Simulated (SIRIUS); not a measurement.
Write the native input for SIRIUS 7.12.0 that does the following.

* Task: band structure
* Functional: PBE
* Potentials or basis: all-electron FP-LAPW (ZORA valence)
* Cutoff: 164 eV
* Basis: apw+lo lean
* k mesh: 11 × 11 × 11
* Occupations: cold, width 0.05 eV
* Spin: no spin polarisation
* Muffin tin radii: Au 2.65 bohr
* Basis cutoff (gk_cutoff): 3.47 1/bohr
* Cutoff of density and potential (pw_cutoff): 20 1/bohr
* lmax of the basis: 11
* lmax of density and potential: 8
* Valence relativity: zora
* Core states: Au 1s2s2p3s3p3d4s4p4d
* Local orbitals (radial functions): Au 11
* Reference energy of the basis: 0.33 Ha
* Coordinate units: A
* Smallest sphere radius times basis cutoff: 9.2
* Start of the SCF: LDA density

The system is Au.

```
Au
1.0
     0.00000    2.03500    2.03500
     2.03500    0.00000    2.03500
     2.03500    2.03500    0.00000
Au
1
Direct
  0.00000 0.00000 0.00000
```

These files were run (other wordings do the same):

sirius.json

```json
{
  "control": {
    "processing_unit": "cpu",
    "std_evp_solver_name": "lapack",
    "gen_evp_solver_name": "lapack",
    "verbosity": 2,
    "print_forces": true,
    "ortho_rf": true,
    "use_second_variation": true,
    "rmt_max": 3.0,
    "num_bands_to_print": 24,
    "save_wf": true
  },
  "parameters": {
    "electronic_structure_method": "full_potential_lapwlo",
    "xc_functionals": ["XC_GGA_X_PBE", "XC_GGA_C_PBE"],
    "core_relativity": "dirac",
    "valence_relativity": "zora",
    "num_fv_states": 25,
    "smearing": "cold",
    "smearing_width": 0.0018374661,
    "pw_cutoff": 20,
    "gk_cutoff": 3.47,
    "lmax_apw": 11,
    "lmax_rho": 8,
    "lmax_pot": 8,
    "num_mag_dims": 0,
    "auto_rmt": 0,
    "ngridk": [11, 11, 11],
    "shiftk": [0, 0, 0],
    "num_dft_iter": 80,
    "energy_tol": 1e-07,
    "density_tol": 1e-05,
    "use_symmetry": true
  },
  "settings": {"tol_ne": 1e-10},
  "iterative_solver": {"type": "exact"},
  "mixer": {"type": "anderson", "beta": 0.5, "max_history": 8},
  "unit_cell": {
    "lattice_vectors": [[0.0, 3.8455926636, 3.8455926636], [3.8455926636, 0.0, 3.8455926636], [3.8455926636, 3.8455926636, 0.0]],
    "atom_types": ["Au"],
    "atom_files": {"Au": "Au.json"},
    "atoms": {"Au": [[0.0, 0.0, 0.0]]},
    "atom_coordinate_units": "A"
  }
}
```

Au.json

```json
{
  "name": "gold",
  "symbol": "Au",
  "number": 79,
  "mass": 196.966569,
  "rmin": 1e-06,
  "rmt": 2.65,
  "nrmt": 800,
  "rinf": 13.44,
  "core": "1s2s2p3s3p3d4s4p4d",
  "valence": [
    {"basis": [{"enu": 0.13, "dme": 0, "n": 0, "auto": 0}, {"enu": 0.13, "dme": 1, "n": 0, "auto": 0}]},
    {"l": 0, "n": 1, "basis": [{"enu": 0.23, "dme": 0, "n": 0, "auto": 0}]},
    {"l": 1, "n": 2, "basis": [{"enu": 0.23, "dme": 0, "n": 0, "auto": 0}]},
    {"l": 2, "n": 3, "basis": [{"enu": 0.23, "dme": 0, "n": 0, "auto": 0}]},
    {"l": 3, "n": 4, "basis": [{"enu": 0.23, "dme": 0, "n": 0, "auto": 0}]},
    {"l": 4, "n": 5, "basis": [{"enu": 0.23, "dme": 0, "n": 0, "auto": 0}]}
  ],
  "lo": [
    {"l": 0, "basis": [{"enu": 0.23, "dme": 0, "n": 0, "auto": 0}, {"enu": 0.23, "dme": 1, "n": 0, "auto": 0}]},
    {
      "l": 0,
      "basis": [{"enu": -3.5244, "dme": 0, "n": 5, "auto": 1}, {"enu": -3.5244, "dme": 1, "n": 5, "auto": 1}]
    },
    {
      "l": 0,
      "basis": [{"enu": -3.5244, "dme": 1, "n": 5, "auto": 1}, {"enu": 0.23, "dme": 0, "n": 0, "auto": 0}]
    },
    {"l": 1, "basis": [{"enu": 0.23, "dme": 0, "n": 0, "auto": 0}, {"enu": 0.23, "dme": 1, "n": 0, "auto": 0}]},
    {
      "l": 1,
      "basis": [{"enu": -1.7479, "dme": 0, "n": 5, "auto": 1}, {"enu": -1.7479, "dme": 1, "n": 5, "auto": 1}]
    },
    {
      "l": 1,
      "basis": [{"enu": -1.7479, "dme": 1, "n": 5, "auto": 1}, {"enu": 0.23, "dme": 0, "n": 0, "auto": 0}]
    },
    {"l": 2, "basis": [{"enu": 0.23, "dme": 0, "n": 0, "auto": 0}, {"enu": 0.23, "dme": 1, "n": 0, "auto": 0}]},
    {"l": 3, "basis": [{"enu": 0.23, "dme": 0, "n": 0, "auto": 0}, {"enu": 0.23, "dme": 1, "n": 0, "auto": 0}]},
    {
      "l": 3,
      "basis": [{"enu": -2.5591, "dme": 0, "n": 4, "auto": 1}, {"enu": -2.5591, "dme": 1, "n": 4, "auto": 1}]
    },
    {
      "l": 3,
      "basis": [{"enu": -2.5591, "dme": 1, "n": 4, "auto": 1}, {"enu": 0.23, "dme": 0, "n": 0, "auto": 0}]
    },
    {"l": 4, "basis": [{"enu": 0.23, "dme": 0, "n": 0, "auto": 0}, {"enu": 0.23, "dme": 1, "n": 0, "auto": 0}]}
  ],
  "free_atom": [... radial grid and density of the free atom, the start of the SCF ...]
}
```

sirius_start.json

```json
{
  "control": {
    "processing_unit": "cpu",
    "std_evp_solver_name": "lapack",
    "gen_evp_solver_name": "lapack",
    "verbosity": 1,
    "print_forces": false,
    "ortho_rf": true,
    "use_second_variation": true,
    "rmt_max": 3.0,
    "num_bands_to_print": 24,
    "save_wf": false
  },
  "parameters": {
    "electronic_structure_method": "full_potential_lapwlo",
    "xc_functionals": ["XC_LDA_X", "XC_LDA_C_PW"],
    "core_relativity": "dirac",
    "valence_relativity": "zora",
    "num_fv_states": 25,
    "smearing": "fermi_dirac",
    "smearing_width": 0.0055123983,
    "pw_cutoff": 20,
    "gk_cutoff": 2.78,
    "lmax_apw": 11,
    "lmax_rho": 8,
    "lmax_pot": 8,
    "num_mag_dims": 0,
    "auto_rmt": 0,
    "ngridk": [4, 4, 4],
    "shiftk": [0, 0, 0],
    "num_dft_iter": 30,
    "energy_tol": 0.01,
    "density_tol": 0.05,
    "use_symmetry": true
  },
  "settings": {"tol_ne": 1e-10},
  "iterative_solver": {"type": "exact"},
  "mixer": {"type": "anderson", "beta": 0.5, "max_history": 8},
  "unit_cell": {
    "lattice_vectors": [[0.0, 3.8455926636, 3.8455926636], [3.8455926636, 0.0, 3.8455926636], [3.8455926636, 3.8455926636, 0.0]],
    "atom_types": ["Au"],
    "atom_files": {"Au": "Au.json"},
    "atoms": {"Au": [[0.0, 0.0, 0.0]]},
    "atom_coordinate_units": "A"
  }
}
```

sirius_bands.json

```json
{
  "control": {
    "processing_unit": "cpu",
    "std_evp_solver_name": "lapack",
    "gen_evp_solver_name": "lapack",
    "verbosity": 2,
    "print_forces": true,
    "ortho_rf": true,
    "use_second_variation": true,
    "rmt_max": 3.0,
    "num_bands_to_print": 24,
    "save_wf": true
  },
  "parameters": {
    "electronic_structure_method": "full_potential_lapwlo",
    "xc_functionals": ["XC_GGA_X_PBE", "XC_GGA_C_PBE"],
    "core_relativity": "dirac",
    "valence_relativity": "zora",
    "num_fv_states": 25,
    "smearing": "cold",
    "smearing_width": 0.0018374661,
    "pw_cutoff": 20,
    "gk_cutoff": 3.47,
    "lmax_apw": 11,
    "lmax_rho": 8,
    "lmax_pot": 8,
    "num_mag_dims": 0,
    "auto_rmt": 0,
    "ngridk": [11, 11, 11],
    "shiftk": [0, 0, 0],
    "num_dft_iter": 80,
    "energy_tol": 1e-07,
    "density_tol": 1e-05,
    "use_symmetry": true
  },
  "settings": {"tol_ne": 1e-10},
  "iterative_solver": {"type": "exact"},
  "mixer": {"type": "anderson", "beta": 0.5, "max_history": 8},
  "unit_cell": {
    "lattice_vectors": [[0.0, 3.8455926636, 3.8455926636], [3.8455926636, 0.0, 3.8455926636], [3.8455926636, 3.8455926636, 0.0]],
    "atom_types": ["Au"],
    "atom_files": {"Au": "Au.json"},
    "atoms": {"Au": [[0.0, 0.0, 0.0]]},
    "atom_coordinate_units": "A"
  },
  "kpoints_rel": {
    "G": [0.0, 0.0, 0.0],
    "K": [0.375, 0.375, 0.75],
    "L": [0.5, 0.5, 0.5],
    "U": [0.625, 0.25, 0.625],
    "W": [0.5, 0.25, 0.75],
    "X": [0.5, 0.0, 0.5]
  },
  "kpoints_path": ["G", "X", "W", "K", "G", "L", "U", "W", "L", "K"]
}
```

Potentials or basis: all-electron FP-LAPW (ZORA valence), apw+lo lean.

Run with:

```console
$ OMP_NUM_THREADS=1 sirius.scf --input=sirius_start.json --output=start.json
$ OMP_NUM_THREADS=1 sirius.scf --input=sirius.json --output=output.json --task=1
$ OMP_NUM_THREADS=1 sirius.scf --input=sirius_bands.json --output=bands_out.json --task=2
```

It gave:

```yaml
Band_gap_along_the_path: none (metal or under the smearing width)
All_electrons_inside_the_program's_atomic_spheres: Au 77.94 (radii Au 2.65 bohr)
```

Caveat: the basis is light, so values aren't converged; spin-orbit coupling is left out, which moves the levels of the heavy elements.

Wall time 47 s on 1 thread of Arm Neoverse V1 (shared host), peak memory 0.31 GiB.
